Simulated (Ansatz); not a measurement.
# Zr2O: the cost of one run

Program: Ansatz 0.2.0. Level of theory: DFT PBE, scalar-relativistic, plane waves, PAW. These are calculated values, not measurements.

1 further run of the same task is left out (it didn't finish).

### 1 The system as given

It takes space group P4/mmm (No. 123, tetragonal). The conventional cell has a = 3.265 Å, b = 3.265 Å, c = 3.892 Å, α = 90.00°, β = 90.00°, γ = 90.00°. Zr (site symmetry mmm) has 4 Zr at 2.31 Å and 4 O at 2.54 Å as nearest neighbours. Around O (site symmetry 4/mmm) lie 8 Zr at 2.54 Å.

Structure file:

```xyz
3
Lattice="3.2655 0.0000 0.0000 0.0000 3.2655 0.0000 0.0000 0.0000 3.8922" Properties=species:S:1:pos:R:3 pbc="T T T"
Zr    1.6327    0.0000    0.0000
Zr    0.0000    1.6327    0.0000
O     0.0000    0.0000    1.9461
```

The cell is invented: random cell by space group and Wyckoff sites (P4/mmm, No. 123). Its size is a rough estimate.

### 2 A first look at the guess

Input file input.yaml:

```yaml
crystal:
  lattice:
    - [3.26547995, 0.0, 0.0]
    - [0.0, 3.26547995, 0.0]
    - [0.0, 0.0, 3.89223487]
  atoms:
    - { symbol: Zr, position: [0.5, 0.0, 0.0] }
    - { symbol: Zr, position: [0.0, 0.5, 0.0] }
    - { symbol: O, position: [0.0, 0.0, 0.5] }
basis:
  ecutwfc: 420
kpoints:
  mp_grid: { grid: [6, 6, 4] }
hamiltonian:
  xc: pbe
scf:
  occupations: { method: gaussian, width: 0.1 }
  lower_state_search: "off"
output:
  forces: true
  stress: true
  eigenvalues: true
```

Command:

```
> ansatz run input.yaml --threads 1 --pin off --max-ram 2560MiB --backend cpu --events-out ev --progress --plain --runs-dir out
```

Q: Estimate wall time and peak memory on 1 thread of Intel Xeon Platinum 8488C (Sapphire Rapids), shared host.

About 1.1 s, with a peak of 0.35 GiB.
